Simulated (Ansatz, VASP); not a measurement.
Sr3O2: VASP beside Ansatz

```
CELL_PARAMETERS angstrom
5.02707 0.00000 0.00000
0.00000 5.02707 0.00000
0.00000 0.00000 5.02707
ATOMIC_POSITIONS crystal
Sr 0.00000 0.50000 0.50000
Sr 0.50000 0.00000 0.50000
Sr 0.50000 0.50000 0.00000
O 0.50000 0.50000 0.50000
O 0.00000 0.00000 0.00000
```

Alike in both runs: task relaxation of cell and atoms; functional PBE; k mesh 8 × 8 × 8; occupations gaussian, width 0.1 eV; no spin polarisation.

|  | VASP | Ansatz |
| --- | --- | --- |
| version | VASP 6.6.1 | Ansatz 0.2.0 |
| potentials or method | VASP PAW PBE potentials, release 64 (Sr_sv, O) | scalar-relativistic, plane waves, PAW |
| plane-wave cutoff (eV) | 600 | 420 |
| valence electrons in the cell | 42 | 42 |

```tsv
	VASP	Ansatz	Ansatz less VASP
gap on the k mesh at the Fermi level, each at its own relaxed structure (eV)	none	none	-
relaxed volume (Å³/atom)	25.58	25.50	-0.078
relaxed cell length with the largest relative difference (Å)	5.038	5.033	-0.0052
```

A gap of «none» marks a metal or a gap that the smearing closes.

Caveats: the bands computed are all filled at some k points, so no gap is given.
